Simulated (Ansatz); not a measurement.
# A series in volume ratio on NbP

All results are calculated (Ansatz 0.2.0). Plane-wave density functional theory, PAW datasets, Gaussian smearing 0.05 eV: equation of state, the given cell scaled in volume with shape and atoms relaxed at each volume.

The cell before it is scaled or strained (space group I4_1md, No. 109):
```
CELL_PARAMETERS angstrom
-1.67310 1.67310 5.71740
1.67310 -1.67310 5.71740
1.67310 1.67310 -5.71740
ATOMIC_POSITIONS crystal
Nb 0.50000 0.50000 0.00000
Nb 0.25000 0.75000 0.50000
P 0.08260 0.08260 0.00000
P 0.83260 0.33260 0.50000
```

Settings of every row: paw set soft_2; functional PBE; spin treatment none; moment partition spheres; spin axis none; wave cutoff 420 eV; k mesh 14x14x14; symmetry use detected.

Atom hubbard u: 0 on all atoms.

Limits: the cell comes from a prototype or a list of computed structures and needn't be the stable phase.

```csv
row,volume ratio,V (Å³/atom),pressure (GPa),energy above given cell (meV per atom)
1,0.945,15.125,11.832,30.97
2,0.96,15.365,8.266,15.95
3,0.98,15.685,3.918,3.85
4,1,16.005,-0.005,0
5,1.02,16.325,-3.548,3.6
6,1.04,16.645,?,?
7,1.07,17.125,-10.933,40.59
8,1.1,17.605,-14.501,78.85
```

Question: what pressure and energy above given cell should row 6 give?

Worked fit of pressure. Take u = (V_r/V)^(2/3) − 1 with V_r = 16.005 Å³ an atom, which is twice the finite (Eulerian) strain; such expansions in the strain, on which the Birch-Murnaghan equation of state is built, carry the rest volume and the bulk modulus. The shown rows have u = 0.03842, 0.02758, 0.01356, 0, -0.01311, -0.04409, -0.06155. Least squares give pressure = −0.0073 + 279.59 × u + 732.9 × u² + 264.5 × u³ GPa; a parabola predicts inner rows, each left out in turn, worse (root mean square 0.0086 against 0.0022 GPa). The rows lie off it by 0.001, -0.001, -0.001, 0.002, -0.001, -0.001, 0.000. The pressure vanishes at u = 0.0000, or V = 16 Å³ an atom, and there the bulk modulus with shape and atoms relaxed is B = −V dP/dV = (2/3)(1 + u) dP/du = 186 GPa. The withheld row has u = -0.0258, so the fit gives −0.0073 + 279.59 × (-0.0258) + 732.9 × (-0.0258)² + 264.5 × (-0.0258)³ = -6.737 GPa.

The calculation gave -6.739 GPa. The fit lies 0.002 GPa (0.0076 % of the column's range) above it; its largest miss of a shown row is 0.002 GPa.

Worked fit of energy above given cell. Take u = (V_r/V)^(2/3) − 1 with V_r = 16.005 Å³ an atom, which is twice the finite (Eulerian) strain; such expansions in the strain, on which the Birch-Murnaghan equation of state is built, carry the rest volume and the bulk modulus. The shown rows have u = 0.03842, 0.02758, 0.01356, 0, -0.01311, -0.04409, -0.06155. Least squares give energy above given cell = 0.006 − 1.64 × u + 20935.2 × u² + 2397 × u³ meV per atom; a parabola predicts inner rows, each left out in turn, worse (root mean square 0.083 against 0.036 meV per atom). The rows lie off it by -0.01, 0.01, 0.01, -0.01, -0.02, 0.02, -0.01. Its lowest point lies at u = 0.0000, or V = 16 Å³ an atom, and the curvature there gives the bulk modulus with shape and atoms relaxed, B = (4/9)(1 + u)² E″(u)/V = 186 GPa. The withheld row has u = -0.0258, so the fit gives 0.006 − 1.64 × (-0.0258) + 20935.2 × (-0.0258)² + 2397 × (-0.0258)³ = 13.94 meV per atom.

The calculation gave 13.93 meV per atom. The fit lies 0.01 meV per atom (0.013 % of the column's range) above it, one unit of the last digit.
